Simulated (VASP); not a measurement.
Crystal: SiC.

```
Si C
1.0
     3.07983    0.00000    0.00000
    -1.53992    2.66722    0.00000
     0.00000    0.00000   15.11167
Si C
6 6
Direct
  0.00000 0.00000 0.12504
  0.00000 0.00000 0.62504
  0.33333 0.66667 0.29182
  0.66667 0.33333 0.79182
  0.33333 0.66667 0.95831
  0.66667 0.33333 0.45831
  0.00000 0.00000 0.99969
  0.00000 0.00000 0.49969
  0.33333 0.66667 0.16683
  0.66667 0.33333 0.66683
  0.33333 0.66667 0.83332
  0.66667 0.33333 0.33332
```

Base run:

- Program: VASP 6.6.1
- Functional: r2SCAN
- Potentials or basis: VASP PAW PBE potentials, release 64 (Si, C)
- Cutoff: 520 eV
- k mesh: 12 × 12 × 2
- Occupations: gaussian, width 0.03 eV
- Spin: no spin polarisation

Its results: band gap on the k mesh 2.40 eV, indirect (least direct gap 3.56 eV).

**Question.** The run is repeated on the same cell with these changes: functional from r2SCAN to TB-mBJ. What comes out?

**Answer.** Band gap on the k mesh 2.96 eV, indirect (least direct gap 4.11 eV).
